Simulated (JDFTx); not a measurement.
The system is WC (Qusongite).

```
CELL_PARAMETERS angstrom
2.90650 0.00000 0.00000
-1.45325 2.51710 0.00000
0.00000 0.00000 2.83660
ATOMIC_POSITIONS crystal
W 0.00000 0.00000 0.00000
C 0.66667 0.33333 0.50000
```

Base run:

* Program: JDFTx 1.7.0 (patched build)
* Functional: PBE
* Potentials or basis: PseudoDojo-SR-PBE-0.5-standard
* Cutoff: 1116 eV
* Density cutoff: 4463 eV
* k mesh: 10 × 10 × 9
* Occupations: fermi-dirac, width 0.05 eV
* Spin: no spin polarisation

Its results: band gap on the k mesh none (metal or under the smearing width); pressure 5.7 GPa.

Problem. The run is repeated on the same cell with these changes: density cutoff from 4463 eV to 8925 eV; k mesh from 10 × 10 × 9 to 5 × 5 × 4. What comes out?

Solution. Band gap on the k mesh none (metal or under the smearing width); pressure 6.3 GPa.

Caveats: some runs use coarse meshes.

Not every run made on this cell is shown here.
